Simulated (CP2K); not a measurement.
Pt:

```
Pt
1.0
     2.76067    0.00000    0.00000
    -1.38033    2.39081    0.00000
     0.00000    0.00000    4.79213
Pt
2
Cartesian
  0.0000 1.5939 1.1980
  1.3803 0.7969 3.5941
```

This isn't the form of Pt at room conditions, which is fcc.

Base run:

| Item | Value |
| --- | --- |
| Program | CP2K 2026.2 |
| Functional | LDA |
| Potentials or basis | POTENTIAL_UZH Pt GTH-PBE-q18; TZVP-MOLOPT-PBE-GTH basis |
| Density cutoff | 9184 eV |
| k mesh | 11 × 11 × 6 |
| Occupations | fermi-dirac, width 0.05 eV |
| Spin | no spin polarisation |

Its results: band gap on the k mesh none (metal or under the smearing width); pressure -14.7 GPa.

Question: The run is repeated on the same cell with these changes: functional from LDA to BEEF-vdW. What comes out?

Answer: Band gap on the k mesh none (metal or under the smearing width); pressure 4.3 GPa.

Caveats: the potentials were made for another functional, which shifts forces and pressure; spin-orbit coupling is left out, which moves the levels of the heavy elements; the basis of atomic orbitals isn't converged, which shifts pressures, moduli and gaps.
